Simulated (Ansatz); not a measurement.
TaN: Quadrupolar parameters

The cell is an entry of the Crystallography Open Database (COD), its atoms then relaxed with PBE in this cell.

```
Ta N
1.0
     2.93800    0.00000    0.00000
    -1.46900    2.54438    0.00000
     0.00000    0.00000    2.88300
Ta N
1 1
Direct
  0.33333 0.66667 0.50000
  0.00000 0.00000 0.00000
```

Atom numbers follow the list; atoms alike are taken as one site, whose name carries the number of the first.

The numbers come from a DFT calculation in Ansatz (LDA, plane waves and PAW, scalar-relativistic, collinear spin, 420 eV cutoff, Γ-centred 18×18×16 k-points, Fermi–Dirac smearing 0.05 eV). Start moments as typed (μB): 2 on each Ta, none on the rest.

V_zz is the principal component of the electric field gradient with the largest magnitude, η = (V_xx − V_yy)/V_zz and C_Q = eQV_zz/h. ν_Q = 3|C_Q|/[2I(2I − 1)].

Ta-181: I = 7/2, Q = 3170 mb; ¹⁴N: I = 1, Q = 20.44 mb. Nuclear quadrupole moments: year-2017 set (Pyykkö).

```
site  atoms (order as listed)     first shell  C_Q (MHz)     η  ν_Q (MHz)
  Ta                        1   6 N at 2.23 Å        383  0.00       27.4
   N                        2  6 Ta at 2.23 Å      0.027  0.00      0.041
```

An axis of threefold or higher order runs through Ta and N, so V_zz lies along it and η is zero.

At this cell the LDA pressure is -12 GPa, so with LDA the cell would shrink if it were relaxed. With no gap above 0.1 eV, as in a metal, the gradients converge slowly in k; expect changes of a tenth or more on a denser mesh. Without spin–orbit coupling the gradients at and beside Ta can be off by some per cent, at some sites by more. Semilocal functionals make gaps too small and can close them, so the real compound need not be a metal. The start moments die out, and the run ends without spin.

Hardware: 1 thread of Intel Xeon 6975P-C (Granite Rapids) (x86_64; 16 cores open to the job, memory cap 3.0 GiB, no GPU), a shared host with a load of 1.4 a core. Wall time 25 s, CPU time 24 s, peak memory 0.57 GiB.
